Question

A thin slab of lead sulfide has its electron levels listed at points of the surface zone. The coordinates a and b, each between 0 and ½, say how the phase of the electron wave changes from one surface cell to the next, by 2πa and 2πb along the two cell edges. Level b1 is the nearest level below the Fermi level and level a1 the nearest above it, both in eV from the Fermi level.

Kohn–Sham levels of a relaxed five-plane (110) slab of rocksalt PbS, computed with Ansatz 0.2.0 using PBEsol with spin–orbit coupling, PAW and a 420 eV plane-wave cutoff. The Fermi level is from a Γ-centred 8×6×1 k mesh with 0.05 eV Gaussian smearing. Outer orbital weight is the Löwdin share on the outermost planes of both faces together, not renormalised.

```
point label  point a (reciprocal cell vectors)  point b (reciprocal cell vectors)  level b1 from the Fermi level (eV)  outer orbital weight b1  level a1 from the Fermi level (eV)  outer orbital weight a1
          X                             0.5000                             0.0000                              -0.850                    0.680                               0.880                    0.600
    between                             0.4167                             0.0000                              -0.730                    0.690                               0.980                    0.610
    between                             0.3333                             0.0000                              -0.540                    0.690                               1.170                    0.670
    between                             0.2500                             0.0000                              -0.520                    0.730                               1.350                    0.760
    between                             0.1667                             0.0000                              -0.580                    0.750                               1.310                    0.870
    between                             0.0833                             0.0000                              -0.680                    0.730                               1.040                    0.740
          G                             0.0000                             0.0000                              -0.790                    0.940                               0.930                    0.680
    between                             0.0000                             0.0833                              -0.800                    0.920                               0.870                    0.680
    between                             0.0000                             0.1667                              -0.750                    0.770                               0.700                    0.700
    between                             0.0000                             0.2500                              -0.600                    0.760                               0.470                    0.710
    between                             0.0000                             0.3333                              -0.380                    0.790                               0.220                    0.730
    between                             0.0000                             0.4167                              -0.210                    0.770                               0.060                    0.730
          Y                             0.0000                             0.5000                              -0.060                    0.780                               0.830                    0.660
    between                             0.0833                             0.5000                               0.000                    0.770                               0.100                    0.630
    between                             0.1667                             0.5000                              -0.140                    0.770                               0.610                    0.550
    between                             0.2500                             0.5000                              -0.050                    0.730                               0.600                    0.680
    between                             0.3333                             0.5000                              -0.590                    0.760                               0.020                    0.680
    between                             0.4167                             0.5000                              -0.150                    0.640                               0.100                    0.750
          S                             0.5000                             0.5000                              -0.320                    0.640                               0.070                    0.760
    between                             0.4167                             0.4167                              -0.060                    0.710                               0.070                    0.680
    between                             0.3333                             0.3333                              -0.140                    0.720                               0.620                    0.630
    between                             0.2500                             0.2500                              -0.330                    0.730                               1.050                    0.710
    between                             0.1667                             0.1667                              -0.510                    0.750                               1.190                    0.850
    between                             0.0833                             0.0833                              -0.650                    0.730                               0.990                    0.730
```

(i) Find a rule, short enough for a pocket calculator, that gives both levels from a and b, and say what physics lies behind its terms. (ii) Apply it to the points (0.1667, 0.1667) and (0, 0.25). (iii) How accurate is it, and where must it not be used?

Model answer

(i) The place to begin is where the two levels should come close. In bulk PbS the band edges lie at the L points of the zone, and seen through the (110) face these points fall on Y and S, both at b = ½. At L the sulfur p wave and the lead p wave have opposite symmetry under inversion about an atom, so they cannot mix. Away from L they do mix, and this mixing pushes the filled level down and the empty one up. The sulfur p wave can also mix at L with the filled lead 6s level beneath it, which is expected to lift the filled level there further. The levels should therefore be far apart at b = 0 and approach each other as b grows.

The path from G to Y shows this. The empty level falls at each step from 0.93 eV to 0.06 eV, just before Y, while the filled level, after a flat start, climbs towards it. Because a level repeats with the zone and is the same at b and −b, its simplest form is a constant plus a cosine of 2πb. Written as cos²(πb), that term is 1 at b = 0 and vanishes at b = ½.

The path from G to X looks different. Here both levels rise to a hump and come down again, so their separation changes little. A cosine of 2πa would put the midpoint halfway between the end values, but the table has it higher by about 0.4 eV for the empty level and 0.3 eV for the filled one. The term needed is sin²(2πa), which is zero at both ends and 1 in the middle. Apart from a constant it is a cosine of 4πa, the next term in the same series. It is chosen because the table asks for it, and no symmetry requires the two ends to be equal.

Least-squares fits of these terms to the 17 rows with b below ½, with the constants then rounded, give in eV:

level a1 ≈ 0.9 cos²(πb) + 0.5 sin²(2πa)

level b1 ≈ −0.2 − 0.6 cos²(πb) + 0.3 sin²(2πa)

The signs carry the message. The b terms have opposite signs and drive the two levels apart, as mixing does. The a terms have the same sign and lift both levels together.

(ii) At (0.1667, 0.1667) the angle πb is 30° and the angle 2πa is 60°, so both squares equal 0.75.

level a1 ≈ 0.9 × 0.75 + 0.5 × 0.75 = 1.05 eV

level b1 ≈ −0.2 − 0.6 × 0.75 + 0.3 × 0.75 ≈ −0.42 eV

The table has 1.19 eV and −0.51 eV. The rule puts the empty level too low by 0.14 eV, its largest miss for that level among the fitted rows.

At (0, 0.25) the a term vanishes and cos²(πb) is ½. The estimates are 0.45 eV and −0.50 eV, against 0.47 eV and −0.60 eV in the table. Both worked points were part of the fit, so they show how the rule is used and do not test it independently.

(iii) On the 17 fitted rows the typical (rms) miss is 0.06 eV for either level, and no miss exceeds 0.14 eV. That is small beside the empty level's range of more than 1 eV over the same rows. These rows lie only on the lines from G to X, to Y and to S, and they stop at b = 0.4167. Off these lines, and closer to b = ½, the rule is untested. When each row in turn is left out of the fit, the typical miss grows only to between 0.07 and 0.08 eV. The constants belong to this slab of five planes and to its Fermi level; another thickness needs new ones.

On the edge from Y to S, where b = ½, the rule must not be used. Its typical miss there is 0.36 eV for the empty level and 0.26 eV for the filled one. The output printed below gives the fits and their misses on that edge.

Remarks on the reasoning

The failure on the edge comes mainly from how the levels are sorted. One step before Y the lowest empty level is at 0.06 eV, and at Y the table lists 0.83 eV. A band is continuous and does not leap like this. The low-lying level has slipped below the Fermi level, and the column now shows the next one up. An answer that reads the 0.89 eV between the two columns at Y as a band gap has mistaken a change of label for physics. The filled column has a similar jump at (0.3333, 0.5), where it reads −0.59 eV between neighbours at −0.05 and −0.15 eV. There a level has probably risen just above the Fermi level, so that the column shows the next one down.

Whether the levels of real PbS would meet in this way is a separate matter. The slab comes out metallic, whereas bulk PbS is a semiconductor. Semilocal functionals such as the one used here, combined with spin–orbit coupling, are known to make the gaps of lead chalcogenides too small. The approach of the levels towards b = ½ is what the bulk band edges lead one to expect, but their contact with the Fermi level may come from the method, from the surfaces of so thin a slab, or from both.

The hump between G and X is described by the rule but not explained by it. Mixing between the two p waves would push the levels apart, and here they rise together. One possibility is that different bands take over along the way. The outer orbital weight, the share of a level on atomic orbitals of the outer planes, hints at this: for the filled level it drops from 0.94 at G to 0.73 one step towards X. A change of weight alone does not prove a change of band, so the cause remains a guess.

A good answer also says how to notice trouble without the table. At each of the seven points on the edge, at least one of the two estimates lies within 0.15 eV of zero, which is about the largest error of the rule on the fitted rows. In practice, then, work out both levels first. If either comes that close to the Fermi level, do not trust which of them is filled, and follow the bands in finer steps before quoting a gap.

Printed output of the fit:

```
fit of level_a1 on 17 rows (point_b < 0.49): constant -0.006907 +/- 0.039, coefficient of cb 0.9076 +/- 0.047, coefficient of sa 0.521 +/- 0.044; rms 0.0605, worst between -0.125, leave-one-out rms 0.0753
  rows outside the fit (model, value, miss): Y -0.006907, 0.83, -0.837; between 0.1232, 0.1, 0.0232; between 0.3839, 0.61, -0.226; between 0.5141, 0.6, -0.0859; between 0.3839, 0.02, 0.364; between 0.1232, 0.1, 0.0232; S -0.006907, 0.07, -0.0769
fit of level_b1 on 17 rows (point_b < 0.49): constant -0.2055 +/- 0.038, coefficient of cb -0.6101 +/- 0.046, coefficient of sa 0.2824 +/- 0.042; rms 0.0591, worst between -0.116, leave-one-out rms 0.0735
  rows outside the fit (model, value, miss): Y -0.2055, -0.06, -0.146; between -0.135, 0, -0.135; between 0.006315, -0.14, 0.146; between 0.07685, -0.05, 0.127; between 0.006315, -0.59, 0.596; between -0.135, -0.15, 0.015; S -0.2055, -0.32, 0.114
hand rule, lowest empty level at (0, 0.25), eV: 0.45
its miss (rule less table), eV: -0.02
hand rule, highest filled level at (0, 0.25), eV: -0.5
its miss (rule less table), eV: 0.1
hand rule, lowest empty level at (0.1667, 0.1667), eV: 1.05
its miss (rule less table), eV: -0.14
hand rule, highest filled level at (0.1667, 0.1667), eV: -0.4249
its miss (rule less table), eV: 0.08511
rms miss of hand rule, empty level, b below 1/2, eV: 0.06144
largest miss of hand rule, empty level, b below 1/2, eV: 0.14
rms miss of hand rule, filled level, b below 1/2, eV: 0.06249
largest miss of hand rule, filled level, b below 1/2, eV: 0.13
rms miss of hand rule, empty level, zone edge Y to S, eV: 0.3558
rms miss of hand rule, filled level, zone edge Y to S, eV: 0.2614
empty level midway G to X above the mean of G and X, eV: 0.445
filled level midway G to X above the mean of G and X, eV: 0.3
```
